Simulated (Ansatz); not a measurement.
## Convergence of As

```
CELL_PARAMETERS angstrom
1.87975 1.08527 3.48577
-1.87975 1.08527 3.48577
0.00000 -2.17055 3.48577
ATOMIC_POSITIONS crystal
As 0.22754 0.22754 0.22754
As 0.77246 0.77246 0.77246
```

Atom numbers follow the list: As1, As2.

The cell is a measured one (Crystallography Open Database entry 9009651); the temperature and pressure of the measurement aren't taken into account, and nothing was relaxed.

All numbers below come from DFT, PBE, all-electron LAPW, scalar-relativistic in Ansatz 0.2.0.

Numerical set-up: a Γ-centred 13×13×13 k mesh, Fermi–Dirac smearing of 0.05 eV, basis error target 1 meV/atom, no spin polarisation. One setting is then changed at a time.

```csv
k mesh,free energy less the base's (meV/atom),P (GPa),force As1 z (eV/Å),cutoff chosen (eV)
13×13×13 (base),0.0,3.60,0.224,288
4×4×4,?,3.59,-0.129,288
6×6×6,-19.1,3.47,0.107,288
10×10×10,-2.2,3.55,0.226,288
18×18×18,?,3.63,0.214,288
```

Fill in "free energy less the base's (meV/atom)" for the row "18×18×18".

1.0.

Fill in "free energy less the base's (meV/atom)" for the row "4×4×4".

-36.1.
